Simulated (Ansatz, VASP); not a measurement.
## TaN: VASP beside Ansatz

```
Ta N
1.0
     0.00000   -2.18744   -2.18744
     0.00000    2.18744   -2.18744
     4.37489    0.00000    0.00000
Ta N
2 2
Cartesian
  -0.0304 0.0000 -2.1874
  2.2179 0.0000 0.0000
  2.1222 0.0000 -2.1874
  0.0652 0.0000 0.0000
```

Change from the starting cell: mode 1 frozen in at -0.065 Å and mode 2 at +0.000 Å (largest displacements).

Alike in both runs: task single point; functional PBEsol; k mesh 14 × 14 × 10; occupations gaussian, width 0.15 eV; no spin polarisation.

```csv
,VASP,Ansatz
version,VASP 6.6.1,Ansatz 0.2.0
potentials or method,"VASP PAW PBE potentials, release 64 (Ta_pv, N)","scalar-relativistic, plane waves, PAW"
plane-wave cutoff (eV),520,520
valence electrons in the cell,32,36
```

|  | VASP | Ansatz | Ansatz less VASP |
| --- | --- | --- | --- |
| gap on the k mesh at the Fermi level (eV) | none | none | - |
| pressure (GPa) | 1.2 | 0.0 | -1.25 |
| largest component of the traceless stress (GPa) | 2.79 | 2.75 | -0.038 |
| rms of the force components (eV/Å) | 0.409 | 0.403 | -0.0064 |

Atom by atom the forces differ by 0.007 eV/Å (rms over components). A gap of «none» marks a metal or a gap that the smearing closes. The two sets of potentials don't hold the same shells in valence. Ansatz warned: «pseudo_functional_mismatch».

Caveats: the PAW data sets were made with another functional, which shifts forces and pressure a little (VASP). The runs have no spin-orbit coupling, so splittings on Ta are missing.
